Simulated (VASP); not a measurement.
Here is a VASP 6.6.1 calculation.

File INCAR:

```
SYSTEM = Ce
ALGO = Fast ; EDIFF = 1E-6
ENCUT = 520 ; GGA = PE
ISIF = 2 ; ISMEAR = 0
ISPIN = 2 ; LASPH = .True.
LCHARG = .False. ; LDAU = .True.
LDAUJ = 0 ; LDAUL = 3
LDAUPRINT = 1 ; LDAUTYPE = 2
LDAUU = 5 ; LMAXMIX = 6
LORBIT = 11 ; LREAL = .False.
LWAVE = .False. ; MAGMOM = 1
NBANDS = 16 ; NELM = 150
PREC = Accurate ; SIGMA = 0.05
```

File KPOINTS:

```
k-points
0
Gamma
  6 6 6
  0 0 0
```

The input POSCAR:

```
Ce
1.0
    0.0000000000      2.5800000000      2.5800000000
    2.5800000000      0.0000000000      2.5800000000
    2.5800000000      2.5800000000      0.0000000000
Ce
1
Direct
    0.0000000000      0.0000000000      0.0000000000
```

Potentials or basis: VASP PAW PBE potentials, release 64 (Ce).

Run with:

```console
$ cat potpaw_PBE.64/Ce/POTCAR > POTCAR
$ mpirun -np 1 vasp_std > vasp.out
```

Question: Estimate the net moment.

Answer: -0.40 μB per cell.

Question: What does it give for the band gap on the k mesh?

Answer: None (metal or under the smearing width).

Question: What does it give for the site moments?

Answer: Ce -0.30 μB.

Eigenvalues of the final occupation matrices:
| site | spin | trace | eigenvalues |
| --- | --- | --- | --- |
| site 1 f | 1 | 0.23 | 0.00 0.00 0.00 0.02 0.02 0.02 0.16 |
| site 1 f | 2 | 0.46 | 0.01 0.01 0.01 0.10 0.10 0.10 0.14 |

Caveat: the magnetic or orbital state may not be the lowest; spin-orbit coupling is left out, which moves the levels of the heavy elements. The state reached can hang on the start; a lower one may exist.
